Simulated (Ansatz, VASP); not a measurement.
ZnAu in VASP and in Ansatz

```
Zn Au
1.0
     3.13570    0.00000    0.00000
     0.00000    3.32452    0.00000
     0.00000    0.00000    3.13570
Zn Au
1 1
Direct
  0.50000 0.50000 0.50000
  0.00000 0.00000 0.00000
```

Alike in both runs: task single point; functional PBE; k mesh 12 × 12 × 12; occupations gaussian, width 0.1 eV; no spin polarisation.

|  | VASP | Ansatz |
| --- | --- | --- |
| version | VASP 6.6.1 | Ansatz 0.2.0 |
| potentials or method | VASP PAW PBE potentials, release 64 (Zn, Au) | scalar-relativistic, plane waves, PAW |
| plane-wave cutoff (eV) | 520 | 420 |
| valence electrons in the cell | 23 | 31 |

VASP gave:

| Property | Result |
| --- | --- |
| gap on the k mesh at the Fermi level (eV) | none |
| pressure (GPa) | -1.0 |
| largest component of the traceless stress (GPa) | 0.81 |

Problem. Which values does Ansatz return?

Solution. gap on the k mesh at the Fermi level (eV): none; pressure (GPa): -1.1; largest component of the traceless stress (GPa): 0.80.

A gap of «none» marks a metal or a gap that the smearing closes. The two sets of potentials don't hold the same shells in valence.

Spin-orbit coupling is left out, which matters for the levels of Au.
